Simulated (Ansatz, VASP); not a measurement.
## CoSi2: VASP beside Ansatz

```
Co Si
1.0
    -1.53334    1.53334    3.44013
     1.53334   -1.53334    3.44013
     1.53334    1.53334   -3.44013
Co Si
1 2
Direct
  0.00000 0.00000 0.00000
  0.33493 0.33493 0.00000
  0.66507 0.66507 0.00000
```

Alike in both runs: functional PBE; k mesh 15 × 15 × 15; occupations fermi-dirac, width 0.08 eV; no spin polarisation.

Ansatz relaxed the structure, and its values are those at the end. VASP's run is a single point on that final structure, the one shown.

|  | VASP | Ansatz |
| --- | --- | --- |
| version | VASP 6.6.1 | Ansatz 0.2.0 |
| potentials or method | VASP PAW PBE potentials, release 64 (Co, Si) | PAW with Ansatz's default frozen-core files, scalar-relativistic |
| plane-wave cutoff (eV) | 520 | 420 |
| valence electrons in the cell | 17 | 25 |

|  | VASP | Ansatz | Ansatz less VASP |
| --- | --- | --- | --- |
| pressure (GPa) | 23.9 | 24.0 | +0.14 |

The two sets of potentials don't hold the same shells in valence.

Caveats: so large a pressure means that the cell lies far from this level's equilibrium, or that cutoff or potentials fall short (VASP). Spin polarisation is off, so any magnetic state and its effect on volume and gap are missing.
